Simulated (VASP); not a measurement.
# KF (F-43m) in VASP: notebook, part 2 of 2

VASP 6.6.1. Earlier steps stand in the parts before.

## Step 4: Single point, HSE06

POSCAR reads:

```
KF
1.0
    0.0000000000      2.9354014290      2.9354014290
    2.9354014290      0.0000000000      2.9354014290
    2.9354014290      2.9354014290      0.0000000000
K F
1 1
Direct
    0.0000000000      0.0000000000      0.0000000000
    0.2500000000      0.2500000000      0.2500000000
```

INCAR.step1 reads:

```
  PREC = Accurate
  ENCUT = 520
  EDIFF = 1E-5
  ISMEAR = 0
  SIGMA = 0.01
  LREAL = False
  LASPH = True
  NELM = 100
  ALGO = Normal
  ISIF = 2
  LWAVE = True
  NBANDS = 15
  GGA = PE
```

INCAR.step2 reads:

```
  PREC = Accurate
  ENCUT = 520
  EDIFF = 1E-6
  ISMEAR = 0
  SIGMA = 0.01
  LREAL = False
  LASPH = True
  NELM = 100
  ALGO = Normal
  ISIF = 2
  LWAVE = False
  LCHARG = True
  GGA = PE
  LHFCALC = True
  HFSCREEN = 0.2079
  PRECFOCK = Normal
  LELF = True
  LVHAR = True
  NBANDS = 15
  ISTART = 1
```

KPOINTS reads:

```
regular mesh
0
Gamma
  4 4 4
```

Potentials or basis: VASP PAW PBE potentials, release 64 (K_sv, F).

Launch:

```bash
$ cat potpaw_PBE.64/K_sv/POTCAR potpaw_PBE.64/F/POTCAR > POTCAR
$ cp INCAR.step1 INCAR
$ mpirun -np 1 vasp_std > vasp.out
$ cp INCAR.step2 INCAR
$ mpirun -np 1 vasp_std > vasp.out
```

OUTCAR:

```text
PREC = Accurate
   ENCUT = 520
   EDIFF = 1E-6
   ISMEAR = 0
   LREAL = False
   LASPH = True
   NELM = 100
   ISIF = 2
   GGA = PE
   LHFCALC = True
   HFSCREEN = 0.2079
   PRECFOCK = Normal
   ISTART = 1

 ion  position               nearest neighbor table
   1  0.000  0.000  0.000-   2 2.54   2 2.54   2 2.54   2 2.54
   2  0.250  0.250  0.250-   1 2.54   1 2.54   1 2.54   1 2.54

  LATTYP: Found a face centered cubic cell.
 ALAT       =     5.8708028580

  Lattice vectors:

 A1 = (   0.0000000000,   2.9354014290,   2.9354014290)
 A2 = (   2.9354014290,   0.0000000000,   2.9354014290)
 A3 = (   2.9354014290,   2.9354014290,   0.0000000000)

Analysis of symmetry for initial positions (statically):
=====================================================================
 Subroutine PRICEL returns:
 Original cell was already a primitive cell.

 Routine SETGRP: Setting up the symmetry group for a
 face centered cubic supercell.

 Subroutine GETGRP returns: Found 24 space group operations
 (whereof 24 operations were pure point group operations)
 out of a pool of 48 trial point group operations.
[... 167 lines left out ...]
      3     -14.9534      2.00000
      4     -14.9534      2.00000
      5     -14.9534      2.00000
      6      -5.3976      2.00000
      7      -5.3976      2.00000
      8      -5.3976      2.00000
      9       1.8410      0.00000
     10       8.9731      0.00000
     11       8.9731      0.00000
     12       9.0730      0.00000
     13       9.0730      0.00000
     14       9.0730      0.00000
[... 113 lines left out ...]
      2     -25.3706      2.00000
      3     -15.1548      2.00000
      4     -15.0926      2.00000
      5     -14.9032      2.00000
      6      -5.4585      2.00000
      7      -5.3465      2.00000
      8      -5.1840      2.00000
      9       5.0490      0.00000
     10       5.4626      0.00000
     11       8.5364      0.00000
     12       9.2418      0.00000
     13      10.2499      0.00000
     14      10.9277      0.00000
     15      10.9466      0.00000

------------------------ aborting loop because EDIFF is reached ----------------------------------------

  FORCE on cell =-STRESS in cart. coord.  units (eV):
  Direction    XX          YY          ZZ          XY          YZ          ZX
  --------------------------------------------------------------------------------------
  -------------------------------------------------------------------------------------
  Total        0.1648860      0.1648860      0.1648860      0.0000000      0.0000000      0.0000000
  in kB        5.2223007      5.2223007      5.2223007      0.0000000      0.0000000      0.0000000
  external PRESSURE =       5.2223007 kB  Pullay stress =       0.0000000 kB

 VOLUME and BASIS-vectors are now :
 -----------------------------------------------------------------------------
  energy-cutoff  :      520.00
  volume of cell :       50.59
      direct lattice vectors                 reciprocal lattice vectors
     0.000000000  2.935401429  2.935401429    -0.170334454  0.170334454  0.170334454
     2.935401429  0.000000000  2.935401429     0.170334454 -0.170334454  0.170334454
     2.935401429  2.935401429  0.000000000     0.170334454  0.170334454 -0.170334454

 POSITION                                       TOTAL-FORCE (eV/Angst)
 -----------------------------------------------------------------------------------
      0.00000      0.00000      0.00000         0.000000      0.000000      0.000000
      1.46770      1.46770      1.46770        -0.000000     -0.000000     -0.000000
 -----------------------------------------------------------------------------------
    total drift:                               -0.000001      0.000000      0.000000

  FREE ENERGIE OF THE ION-ELECTRON SYSTEM (eV)
  ---------------------------------------------------
  free  energy   TOTEN  =        -9.7752572740 eV

  energy  without entropy=       -9.7752572740  energy(sigma->0) =       -9.77525727
```

OSZICAR.step1:

```text
N       E                     dE             d eps       ncg     rms          rms(c)
DAV:   1     0.111976243485E+03    0.11198E+03   -0.77380E+03   240   0.993E+02
DAV:   2    -0.444287756358E+01   -0.11642E+03   -0.10813E+03   324   0.270E+02
DAV:   3    -0.952132871731E+01   -0.50785E+01   -0.50646E+01   310   0.526E+01
DAV:   4    -0.969578041239E+01   -0.17445E+00   -0.17443E+00   338   0.834E+00
DAV:   5    -0.969794983319E+01   -0.21694E-02   -0.21692E-02   346   0.863E-01    0.685E+00
DAV:   6    -0.816217874349E+01    0.15358E+01   -0.46611E+00   268   0.160E+01    0.390E+00
DAV:   7    -0.811768706286E+01    0.44492E-01   -0.12390E-01   263   0.255E+00    0.231E+00
DAV:   8    -0.811573708510E+01    0.19500E-02   -0.78365E-02   261   0.261E+00    0.318E-01
DAV:   9    -0.811924211617E+01   -0.35050E-02   -0.80007E-03   308   0.563E-01    0.146E-01
DAV:  10    -0.812128442140E+01   -0.20423E-02   -0.20793E-03   247   0.386E-01    0.558E-02
DAV:  11    -0.812123435319E+01    0.50068E-04   -0.13349E-04   324   0.940E-02    0.191E-02
DAV:  12    -0.812124387527E+01   -0.95221E-05   -0.24316E-05   261   0.392E-02
   1 F= -.81212439E+01 E0= -.81212439E+01  d E =-.811575E-74
```

It took 3.5 min on 1 thread of AMD EPYC 9R45 (Zen 5), shared host; peak memory 0.25 GiB.

Results:

```yaml
Free_energy: -9.7753 eV
Pressure: 0.5 GPa
Band_gap_on_the_k_mesh: 7.03 eV, indirect (least direct gap 7.24 eV)
```

Levels at points of the mesh, in eV from the valence-band top:
| k point | band 4 | band 5 | band 6 | band 7 | band 8 | band 9 | band 10 | band 11 | band 12 | band 13 |
| --- | --- | --- | --- | --- | --- | --- | --- | --- | --- | --- |
| (0.00, 0.00, 0.00) | -9.77 | -9.77 | -0.21 | -0.21 | -0.21 | 7.03 | 14.16 | 14.16 | 14.26 | 14.26 |
| (0.50, 0.00, 0.00) | -9.82 | -9.82 | -0.27 | -0.12 | -0.12 | 9.93 | 11.17 | 13.15 | 13.15 | 15.50 |
| (0.50, 0.50, 0.00) | -9.90 | -9.79 | -0.45 | 0.00 | 0.00 | 10.20 | 10.37 | 14.63 | 15.38 | 15.38 |

Caveat: the k mesh is coarse (spacing up to 0.46 Å⁻¹), so the values aren't converged, least of all with exact exchange; the PAW data sets were made with another functional, which shifts forces and pressure a little. A k mesh can miss the band edges.
